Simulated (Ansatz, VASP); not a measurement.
This is a calculation of InAs for Ansatz 0.2.0.

File input.yaml:

```yaml
crystal:
  lattice:
    - [0.0, 3.018, 3.018]
    - [3.018, 0.0, 3.018]
    - [3.018, 3.018, 0.0]
  atoms:
    - { symbol: In, position: [0.0, 0.0, 0.0] }
    - { symbol: As, position: [0.75, 0.75, 0.75] }
hamiltonian:
  xc:
    exchange: hjs_pbesol
    correlation: pbesol
    exx: { coeff: 0.25, omega: 0.207 }
  pseudopotentials: { kind: paw }
kpoints:
  mp_grid: { grid: [4, 4, 4] }
scf:
  occupations: { method: fermi_dirac, width: 0.05 }
output:
  forces: true
  stress: true
relax:
  f_tol: 0.01
  max_steps: 40
  cell: { stress_tol: 0.05 }
```

Potentials or basis: Ansatz PAW.

Command:

```sh
$ ansatz run input.yaml --threads 2 --pin off --max-ram 5632MiB --backend cpu --events-out ev --progress --plain --runs-dir out
```

Q: Set up the same calculation for VASP 6.6.1. Potentials there: VASP PAW PBE potentials, release 64 (In_d, As).

A: As run (the cutoff follows the program's own potentials):

POSCAR

```
InAs
1.0
    0.0000000000      3.0180000000      3.0180000000
    3.0180000000      0.0000000000      3.0180000000
    3.0180000000      3.0180000000      0.0000000000
In As
1 1
Direct
    0.0000000000      0.0000000000      0.0000000000
    0.7500000000      0.7500000000      0.7500000000
```

INCAR.step1

```
PREC = Accurate
ENCUT = 600
EDIFF = 1E-5
ISMEAR = -1
SIGMA = 0.05
LREAL = F
LASPH = T
NELM = 100
ALGO = Normal
LWAVE = T
LCHARG = F
GGA = PE
```

Contents of INCAR.step2:

```
PREC = Accurate
ENCUT = 600
EDIFF = 1E-7
ISMEAR = -1
SIGMA = 0.05
LREAL = F
LASPH = T
NELM = 100
ALGO = Normal
ISIF = 3
LWAVE = F
LCHARG = F
GGA = PS
LHFCALC = T
HFSCREEN = 0.2
PRECFOCK = Fast
IBRION = 2
NSW = 40
EDIFFG = -0.01
ISTART = 1
```

KPOINTS

```
regular mesh
0
Gamma
  4 4 4
```

Potentials or basis: VASP PAW PBE potentials, release 64 (In_d, As).

Command:

```sh
$ cat potpaw_PBE.64/In_d/POTCAR potpaw_PBE.64/As/POTCAR > POTCAR
$ cp INCAR.step1 INCAR
$ mpirun -np 1 vasp_std > vasp.out
$ cp INCAR.step2 INCAR
$ mpirun -np 1 vasp_std > vasp.out
```

Both were run:

|  | VASP | Ansatz | Ansatz less VASP |
| --- | --- | --- | --- |
| gap on the k mesh at the Fermi level, each at its own relaxed structure (eV) | 0.48 | 0.45 | -0.029 |
| relaxed volume (Å³/atom) | 27.65 | 27.70 | +0.052 |
| relaxed cell length with the largest relative difference (Å) | 4.277 | 4.279 | +0.0027 |

The two sets of potentials don't hold the same shells in valence.

Caveats: the k mesh is coarse (spacing up to 0.45 Å⁻¹), so the values aren't converged, least of all with exact exchange; spin-orbit coupling is left out, which moves the levels of the heavy elements; the PAW data sets were made with another functional, which shifts forces and pressure a little (VASP); the plane-wave basis is chosen anew once the cell has moved, so the energies of steps on either side of that aren't comparable (Ansatz); the PAW data sets come from PBE, with cores solved anew for the run's functional, which leaves a small shift of forces and pressure (Ansatz). Zero-point motion and thermal expansion aren't in these numbers.
